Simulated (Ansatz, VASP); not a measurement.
# One calculation of ScAl7N8, two programs

```
Sc Al N
1.0
     0.00000    0.00000   -5.07996
     3.17485    5.49900    0.00000
     3.17485   -5.49900    0.00000
Sc Al N
1 7 8
Cartesian
  1.5874 -0.9165 0.0000
  3.1748 -3.6660 0.0000
  3.1748 1.8330 0.0000
  4.7623 -0.9165 0.0000
  3.1748 -1.8330 -2.5400
  1.5874 0.9165 -2.5400
  4.7623 0.9165 -2.5400
  3.1748 3.6660 -2.5400
  1.5874 -0.9165 -3.1496
  3.1748 -3.6660 -3.1496
  3.1748 1.8330 -3.1496
  4.7623 -0.9165 -3.1496
  3.1748 -1.8330 -0.6096
  1.5874 0.9165 -0.6096
  4.7623 0.9165 -0.6096
  3.1748 3.6660 -0.6096
```

The cell was built by a generator and needn't be a form met in nature.

Alike in both runs: task single point; functional PBEsol; k mesh 4 × 3 × 3; occupations gaussian, width 0.1 eV; no spin polarisation.

|  | VASP | Ansatz |
| --- | --- | --- |
| version | VASP 6.6.1 | Ansatz 0.2.0 |
| potentials or method | VASP PAW PBE potentials, release 64 (Sc_sv, Al, N) | scalar-relativistic, plane waves, PAW |
| plane-wave cutoff (eV) | 520 | 420 |
| valence electrons in the cell | 72 | 72 |

```tsv
	VASP	Ansatz	Ansatz less VASP
gap on the k mesh at the Fermi level (eV)	3.91	3.89	-0.015
least direct gap on the mesh (eV)	4.01	3.99	-0.017
pressure (GPa)	-1.5	-1.6	-0.12
rms of the force components (eV/Å)	0.948	0.922	-0.0257
```

Atom by atom the forces differ by 0.026 eV/Å (rms over components).

Caveats: the PAW data sets were made with another functional, which shifts forces and pressure a little (VASP); an odd mesh through Γ misses points on the zone boundary, where band edges often lie. PBEsol gaps usually lie below the measured ones, often by a third to a half.
